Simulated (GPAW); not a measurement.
TiO in GPAW: convergence with k mesh

Crystal: TiO.

```
Ti O
1.0
     3.03100    0.00000    0.00000
    -1.51550    2.62492    0.00000
     0.00000    0.00000    3.23770
Ti O
1 1
Direct
  0.66667 0.33333 0.00000
  0.00000 0.00000 0.50000
```

```yaml
Program: GPAW 26.7.0
Task: convergence study
Functional: PBEsol
Potentials_or_basis: PAW data sets generated in the run's folder for this functional
Cutoff: 800 eV
Basis: pw
k_mesh: 2 × 2 × 2
Occupations: fermi-dirac, width 0.05 eV
Spin: no spin polarisation
```

These are the settings of the first run; the series varies k mesh, with any setting tied to it.

Hardware: 1 thread of AMD EPYC 9R14 (Zen 4), with other jobs on the host.

Q: The values tried are 2 × 2 × 2, 3 × 3 × 3, 4 × 4 × 4, 5 × 5 × 4, 6 × 6 × 5, 8 × 8 × 6, 9 × 9 × 7, 11 × 11 × 9, 13 × 13 × 11, loosest first. From which on does the energy stay within 1 meV/atom of the tightest run that finished?

A: From 6 × 6 × 5 on.

| k mesh | energy less the tightest run, at zero smearing (meV/atom) | pressure (GPa) | gap on the mesh (eV) | SCF cycles | CPU time (s) | peak memory (GiB) |
| --- | --- | --- | --- | --- | --- | --- |
| 2 × 2 × 2 | -72.74 | -42.76 | 0.000 | 11 | 4.2 | 0.14 |
| 3 × 3 × 3 | 31.71 | -39.91 | 0.238 | 10 | 4.5 | 0.15 |
| 4 × 4 × 4 | 25.66 | -39.95 | 0.000 | 10 | 5.6 | 0.15 |
| 5 × 5 × 4 | 1.67 | -40.21 | 0.000 | 10 | 6.1 | 0.15 |
| 6 × 6 × 5 | -0.76 | -40.27 | 0.162 | 10 | 7.3 | 0.15 |
| 8 × 8 × 6 | 0.40 | -40.28 | 0.000 | 10 | 11 | 0.16 |
| 9 × 9 × 7 | 0.18 | -40.28 | 0.132 | 10 | 12 | 0.17 |
| 11 × 11 × 9 | 0.01 | -40.29 | 0.000 | 10 | 18 | 0.19 |
| 13 × 13 × 11 | 0.00 | -40.29 | 0.000 | 10 | 26 | 0.22 |

Against the tightest run, the pressure stays within 0.1 GPa from 5 × 5 × 4 on; the gap on the mesh stays within 0.01 eV from 11 × 11 × 9 on. Meshes of other sizes hit other points, so gaps and Fermi surfaces needn't settle smoothly. The tightest run that finished is the yardstick and may itself not be fully converged.

Caveat, for the tightest run too: a pressure of tens of GPa on the cell as given is suspect, and the run, the potentials or the cell itself is likely at fault; semilocal functionals often make such compounds metallic where correlation or magnetic order opens a gap, which also shifts bond lengths.
